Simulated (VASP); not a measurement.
SnTe (rocksalt): one LDA single-point calculation in two programs

```
Sn Te
1.0
     0.00000    3.18933    3.18933
     3.18933    0.00000    3.18933
     3.18933    3.18933    0.00000
Sn Te
1 1
Direct
  0.00000 0.00000 0.00000
  0.50000 0.50000 0.50000
```

Each program uses its own PAW datasets. VASP's cell holds 20 valence electrons and Ansatz's 30. LDA means the Perdew–Zunger form with relativistic exchange in VASP and the Perdew–Wang form in Ansatz. Ansatz's stress includes a Pulay correction; VASP's doesn't.

Cutoffs: 520 eV in VASP, 420 eV in Ansatz. k meshes: 8×8×8 and 8×8×8.

```tsv
	VASP	Ansatz
gap between bands v and c	0.02 eV	0.01 eV
least direct gap	0.02 eV	0.01 eV
pressure	-2.9 GPa	-2.9 GPa
```

Band v is the last that the valence electrons fill when counted band by band, and c is the next. Levels in eV from the top of v, Ansatz:

| point | v−1 | v | c | c+1 |
| --- | --- | --- | --- | --- |
| Γ | -1.98 | -1.98 | 3.24 | 3.24 |
| X | -3.50 | -3.50 | 2.38 | 4.71 |
| W | -4.54 | -0.78 | 0.84 | 4.63 |
| K | -3.03 | -2.60 | 2.95 | 3.01 |
| L | -1.64 | 0.00 | 0.01 | 0.44 |

VASP:

```tsv
point	v−1	v	c	c+1
Γ	-1.99	-1.99	3.24	3.24
X	-3.52	-3.52	2.34	4.71
W	-4.56	-0.78	0.83	4.60
K	-3.04	-2.60	2.94	3.01
L	-1.65	0.00	0.02	0.42
```
